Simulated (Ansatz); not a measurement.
# Ir12CO: the cost of one run

Method: DFT PBE+D3(BJ), scalar-relativistic, plane waves, PAW, in Ansatz 0.2.0.

2 further runs of the same task are left out: 2 set aside as unsound or not needed.

### Step 1. The starting structure

It takes space group Fm-3m (No. 225, cubic). The conventional cell has a = 3.840 Å, b = 3.840 Å, c = 3.840 Å, α = 90.00°, β = 90.00°, γ = 90.00°. Ir (site symmetry m-3m) has 12 Ir at 2.72 Å as nearest neighbours.

Coordinates:

```xyz
1
Lattice="0.0000 1.9201 1.9201 1.9201 0.0000 1.9201 1.9201 1.9201 0.0000" Properties=species:S:1:pos:R:3 pbc="T T T"
Ir    0.0000    0.0000    0.0000
```

This cell was relaxed beforehand with the same method: volume 14.16 Å³/atom, gap on the mesh none (metal).

### Step 2. The grid

Atoms count from 1 in the order of the input.

CO (O end down) is moved over the surface cell at a fixed height above a rigid substrate; the origin of the map has the adsorbate above Ir9; the height is held at 3.60 Å.

The axes are (1) position of O13 along the first surface vector, from above Ir9: 6 values from 0.000 to 0.833, periodic; (2) position of O13 along the second surface vector, from above Ir9: 6 values from 0.000 to 0.833, periodic.

Nothing else is relaxed. Points are written as (first, second).

The two vectors of the plane (Å): (2.716, 0.000, 0.000); (-1.358, 2.352, 0.000).

### Step 3. Grid point (0/6, 0/6) of the map's two axes

A dipole layer in the vacuum cancels the field that periodic copies would set up if the slab's two faces differ.

Input file input.yaml:

```yaml
crystal:
  lattice:
    - [5.4309029927, 0.0, 0.0]
    - [-2.7154514963, 4.7032999572, 0.0]
    - [0.0, 0.0, 23.3903533333]
  atoms:
    - { symbol: Ir, position: [0.3333333333, 0.1666666667, 0.1710106702] }
    - { symbol: Ir, position: [0.3333333333, 0.6666666667, 0.1710106702] }
    - { symbol: Ir, position: [0.8333333333, 0.1666666667, 0.1710106702] }
    - { symbol: Ir, position: [0.8333333333, 0.6666666667, 0.1710106702] }
    - { symbol: Ir, position: [0.1666666667, 0.3333333333, 0.2637950696] }
    - { symbol: Ir, position: [0.1666666667, 0.8333333333, 0.2637950696] }
    - { symbol: Ir, position: [0.6666666667, 0.3333333333, 0.2637950696] }
    - { symbol: Ir, position: [0.6666666667, 0.8333333333, 0.2637950696] }
    - { symbol: Ir, position: [0.0, 0.0, 0.3565723533] }
    - { symbol: Ir, position: [0.0, 0.5, 0.3565723533] }
    - { symbol: Ir, position: [0.5, 0.0, 0.3565723533] }
    - { symbol: Ir, position: [0.5, 0.5, 0.3565723533] }
    - { symbol: O, position: [0.0, 0.0, 0.5104819565] }
    - { symbol: C, position: [0.0, 0.0, 0.5596475242] }
basis:
  ecutwfc: 420
kpoints:
  mp_grid: { grid: [6, 6, 1] }
hamiltonian:
  xc: pbe
  pseudopotentials: { kind: paw, azcp: { folder: soft_1 } }
  dispersion: d3bj
scf:
  occupations: { method: gaussian, width: 0.1 }
output:
  forces: true
  eigenvalues: true
efield:
  axis: 3
  dipole_correction: true
  ramp_width: 0.04
```

Run with:

```
$ ansatz run input.yaml --threads 4 --pin off --max-ram 12288MiB --backend cpu --events-out ev --progress --plain --runs-dir out
```

Q: Estimate wall time and peak memory on 4 threads of Arm Neoverse V2, shared host.

About 13 s, with a peak of 1.7 GiB.
